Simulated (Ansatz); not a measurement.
Crystal: Ti3Si.

```
Ti Si
1.0
     0.00000    3.14436    3.14436
     3.14436    0.00000    3.14436
     3.14436    3.14436    0.00000
Ti Si
3 1
Direct
  0.00000 0.00000 0.00000
  0.25000 0.25000 0.25000
  0.75000 0.75000 0.75000
  0.50000 0.50000 0.50000
```

The cell comes from a database or a generator and needn't be the stable form of this composition.

Base run:

* Program: Ansatz 0.2.0
* Functional: PBEsol
* Potentials or basis: all-electron LAPW, scalar-relativistic
* Cutoff: 230 eV (chosen from the basis error)
* Basis error allowed: 0.002 eV/atom
* k mesh: 7 × 7 × 7
* Occupations: fermi-dirac, width 0.05 eV
* Spin: no spin polarisation

Its results: pressure -5.0 GPa.

Q: The run is repeated on the same cell with these changes: functional from PBEsol to LDA. What comes out?

A: Pressure -9.1 GPa.

LDA binds more tightly than PBEsol, so the same cell stands under less pressure.
